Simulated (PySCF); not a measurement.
# C2H2Cl2: the cost of one run

Programs: PySCF 2.14.0, with density-fitted response routines of our own. Each step states its level of theory. These are calculated values for one molecule in the gas phase, unless marked as measured. Atoms count from 0, in the outputs and in this text.

## (1) Starting geometry

6 atoms, charge 0, multiplicity 1; geometry from: GFN2-xTB. The atoms were then displaced at random by about 0.01 Å, so the start is not that level's minimum.

Bonds of the start (Å): Cl0–C1 1.68, C1–C2 1.31, C2–Cl3 1.76, C1–H4 1.08, C2–H5 1.09.

## (2) Optimising the geometry at PBE0-D3(BJ)/def2-TZVP

Job settings and geometry (Å):

```
{"job": {"xc": "PBE0", "basis": "def2-TZVP", "d3": "d3bj", "grid": 2, "shake": 0.01, "kind": "geom"}, "charge": 0, "multiplicity": 1}
Cl    -2.059460     0.450260    -0.007580
C     -0.576680    -0.338110     0.009710
C      0.551450     0.331800    -0.028090
Cl     2.114160    -0.472580     0.001290
H     -0.638270    -1.416050     0.044410
H      0.632970     1.414670    -0.064400
```

Launch:

```sh
> OMP_NUM_THREADS=1 python probes_run.py task.json out
```

One launch serves the whole session: the jobs run in the order shown.

Q: Estimate the wall time and peak memory of this first job on 1 thread of Arm Neoverse V1, shared host.

About 44 s, with a peak of 0.61 GiB.
